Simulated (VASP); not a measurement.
**CdSe (zincblende), PBE single-point calculation: Ansatz's output and VASP's**

```cif
data_structure
_symmetry_space_group_name_H-M 'P 1'
_symmetry_Int_Tables_number 1
_cell_length_a 4.3385
_cell_length_b 4.3385
_cell_length_c 4.3385
_cell_angle_alpha 60.000
_cell_angle_beta 60.000
_cell_angle_gamma 60.000
_cell_volume 57.74
loop_
_atom_site_label
_atom_site_type_symbol
_atom_site_fract_x
_atom_site_fract_y
_atom_site_fract_z
_atom_site_occupancy
Cd1 Cd 0.00000 0.00000 0.00000 1
Se1 Se 0.25000 0.25000 0.25000 1
```

Ansatz printed

```
SCF 1 converged in 6 iterations: F = -13724.788793 eV  dr2 = 8.00e-9
  greatest PAW one-centre occupation: 1.000 electrons in one spin orbital (limit 2), on the Cd atom at site 0 (counted from 0), in its partial waves of l = 0
NSCF: frozen V_eff on 102 k-points
SCF converged after 6 iterations
Free energy (F): -13724.788793 eV
Harris-Foulkes:  -13724.788793 eV  (|F-HF|=1.62e-8)
Internal energy: -13724.788793 eV  (E = F + TS)
E sigma→0 (E₀):  -13724.788793 eV
Fermi energy:    7.393814 eV
--- Per-component energies (eV) ---
  E_band       = -901.169768
  E_kinetic    = 623.422387
  E_local      = -6436.123177  (includes V_loc(G=0)·N_el)
  E_nonlocal   = -562.258269
  E_hartree    = 3057.417951
  E_xc         = -280.875136
  E_vxc        = -319.696024  (∫ρ·V_xc dr)
  E_paw        = -5994.734502  (= ΣΔE_a)
  E_vpaw       = -321.348203  (= ΣTr[D̂ρ^β])
  E_aug_tail   = -0.000609  (compensation charges beyond the density's cutoff)
  E_ewald      = -4131.637438
  E_smearing   = -0.000000  (= −TS)
  E_closure    = -0.000000  (closes the sum)
  Σ components = -13724.788793   (vs F -13724.788793, Δ=0.00e0)
--- Forces (eV/Å), atoms counted from 1 ---
  atom   1  Cd     0.00000000    -0.00000000     0.00000000
  atom   2  Se    -0.00000000     0.00000000    -0.00000000
  max |Σ_I F_I| component: 8.79e-17 eV/Å
--- Stress (GPa, compression-positive) ---
        1.409438      -0.000000      -0.000000
       -0.000000       1.409438       0.000000
       -0.000000       0.000000       1.409438
  P = ⅓ Tr σ = 1.4094 GPa (14.094 kbar)
--- Band table (eV; the first three rows and the last of 29) ---
  k-point 0: bands = ["-94.4718", "-55.5408", "-55.5408", "-55.5408", "-39.4959", "-39.4959", "-39.4959", "-39.4927", "-39.4927", "-5.3434", "-0.7378", "-0.7378", "-0.7378", "-0.3904", "-0.3904", "7.1050", "7.1050", "7.1050", "7.6603", "13.0469", "13.0469", "13.0469"]
  k-point 1: bands = ["-94.4718", "-55.5408", "-55.5408", "-55.5408", "-39.4959", "-39.4959", "-39.4959", "-39.4927", "-39.4927", "-5.2927", "-0.7219", "-0.7219", "-0.6913", "-0.3912", "-0.3912", "5.9172", "6.9864", "6.9864", "8.6550", "12.8250", "13.2423", "13.2423"]
  k-point 2: bands = ["-94.4718", "-55.5409", "-55.5408", "-55.5408", "-39.4959", "-39.4958", "-39.4958", "-39.4927", "-39.4927", "-5.1692", "-0.6869", "-0.6869", "-0.5354", "-0.3884", "-0.3884", "4.5108", "6.7237", "6.7237", "9.3558", "13.0216", "13.5508", "13.5508"]
  k-point 28: bands = ["-94.4718", "-55.5410", "-55.5410", "-55.5409", "-39.4959", "-39.4959", "-39.4958", "-39.4927", "-39.4927", "-4.8825", "-0.5630", "-0.5596", "-0.4219", "-0.3856", "0.0600", "3.2474", "4.9732", "5.0091", "12.0278", "12.3245", "13.5297", "14.7087"]
```

The two codes use different PAW datasets and cutoffs. VASP's cell holds 18 valence electrons and Ansatz's 36. Ansatz's stress includes a Pulay correction; VASP's doesn't. Ansatz solved a whole band path, VASP its corner points and band edges.

**Question.** What does VASP give for the same cell and level of theory?

**Answer.** gap between bands v and c 0.55 eV; least direct gap 0.55 eV; pressure 1.7 GPa.

From OUTCAR

```
k-points           NKPTS =     29   k-points in BZ     NKDIM =     29   number of bands    NBANDS=     16

   NELECT =      18.0000    total number of electrons

   dimension x,y,z NGX =    32 NGY =   32 NGZ =   32
   dimension x,y,z NGXF=    64 NGYF=   64 NGZF=   64

  energy-cutoff  :      520.00
  volume of cell :       57.74
      direct lattice vectors                 reciprocal lattice vectors
     0.000000000  3.067780965  3.067780965    -0.162984257  0.162984257  0.162984257
     3.067780965  0.000000000  3.067780965     0.162984257 -0.162984257  0.162984257
     3.067780965  3.067780965  0.000000000     0.162984257  0.162984257 -0.162984257

 k-points in reciprocal lattice and weights: KPOINTS created by Atomic Simulation Env
   0.00000000  0.00000000  0.00000000       0.002
   0.12500000  0.00000000  0.00000000       0.016
   0.25000000  0.00000000  0.00000000       0.016
   0.37500000  0.00000000  0.00000000       0.016
   0.50000000  0.00000000  0.00000000       0.008
   0.12500000  0.12500000  0.00000000       0.012
   0.25000000  0.12500000  0.00000000       0.047
   0.37500000  0.12500000  0.00000000       0.047
   ...

 E-fermi :   1.0263

 k-point     1 :       0.0000    0.0000    0.0000
  band No.  band energies     occupation
      1     -11.7124      2.00000
      2      -7.1119      2.00000
      3      -7.1119      2.00000
      4      -7.1119      2.00000
      5      -6.7649      2.00000
      6      -6.7649      2.00000
      7       0.7377      2.00000
      8       0.7377      2.00000
      9       0.7377      2.00000
     10       1.2925      0.00000
     11       6.6714      0.00000
     12       6.6714      0.00000
     13       6.6714      0.00000
     14      10.4186      0.00000
     15      11.7776      0.00000
     16      11.7776      0.00000

 k-point     2 :       0.1250    0.0000    0.0000
  band No.  band energies     occupation
      1     -11.6620      2.00000
      2      -7.0959      2.00000
      3      -7.0959      2.00000
      4      -7.0653      2.00000
      5      -6.7657      2.00000
      6      -6.7657      2.00000
      7      -0.4542      2.00000
      8       0.6186      2.00000
      9       0.6186      2.00000
     10       2.2902      0.00000
     11       6.4557      0.00000
     12       6.8675      0.00000
     13       6.8675      0.00000
     14      11.0296      0.00000
     15      11.0296      0.00000
     16      11.1417      0.00000

 k-point     3 :       0.2500    0.0000    0.0000
  band No.  band energies     occupation
      1     -11.5388      2.00000
      2      -7.0610      2.00000
      3      -7.0610      2.00000
      4      -6.9094      2.00000
      5      -6.7628      2.00000
      6      -6.7628      2.00000
      7      -1.8630      2.00000
      8       0.3554      2.00000
      9       0.3554      2.00000
     10       2.9885      0.00000
     11       6.6647      0.00000
     12       7.1758      0.00000
     13       7.1758      0.00000
     14      10.7865      0.00000
     15      10.7865      0.00000
     16      10.8310      0.00000

 k-point     4 :       0.3750    0.0000    0.0000
  band No.  band energies     occupation
      1     -11.4143      2.00000
      2      -7.0332      2.00000
      3      -7.0332      2.00000
      4      -6.7511      2.00000
      5      -6.7510      2.00000
      6      -6.6523      2.00000
      7      -3.0133      2.00000
      8       0.1177      2.00000
      9       0.1177      2.00000
     10       3.1142      0.00000
     11       7.2172      0.00000
     12       7.2172      0.00000
     13       7.5720      0.00000
     14      10.5222      0.00000
     15      11.6427      0.00000
     16      11.6427      0.00000

 k-point     5 :       0.5000    0.0000    0.0000
  band No.  band energies     occupation
      1     -11.3625      2.00000
      2      -7.0243      2.00000
      3      -7.0243      2.00000
      4      -6.7430      2.00000
      5      -6.7430      2.00000
      6      -6.4892      2.00000
      7      -3.5003      2.00000
      8       0.0250      2.00000
      9       0.0250      2.00000
     10       3.0980      0.00000
     11       7.1741      0.00000
     12       7.1741      0.00000
     13       8.0848      0.00000
     14      10.7128      0.00000
     15      12.7974      0.00000
     16      12.7974      0.00000

 k-point     6 :       0.1250    0.1250    0.0000
  band No.  band energies     occupation
      1     -11.6452      2.00000
      2      -7.0804      2.00000
      3      -7.0804      2.00000
      4      -7.0704      2.00000
      5      -6.7752      2.00000
      6      -6.7570      2.00000
      7      -0.4953      2.00000
      8       0.4165      2.00000
      9       0.4165      2.00000
     10       2.6404      0.00000
     11       5.9811      0.00000
     12       7.1530      0.00000
     13       7.1530      0.00000
     14       9.9198      0.00000
     15      11.6153      0.00000
     16      11.9120      0.00000

 ...

  Total        0.6096898      0.6096898      0.6096898      0.0000000      0.0000000      0.0000000
  in kB       16.9167330     16.9167330     16.9167330      0.0000000      0.0000000      0.0000000
  external PRESSURE =      16.9167330 kB  Pullay stress =       0.0000000 kB

 POSITION                                       TOTAL-FORCE (eV/Angst)
 -----------------------------------------------------------------------------------
      0.00000      0.00000      0.00000        -0.000000     -0.000000     -0.000000
      1.53389      1.53389      1.53389         0.000000      0.000000      0.000000
 -----------------------------------------------------------------------------------
    total drift:                               -0.000000     -0.000000     -0.000000

  FREE ENERGIE OF THE ION-ELECTRON SYSTEM (eV)
  ---------------------------------------------------
  free  energy   TOTEN  =        -5.4890301909 eV

  energy  without entropy=       -5.4890301871  energy(sigma->0) =       -5.48903019
```
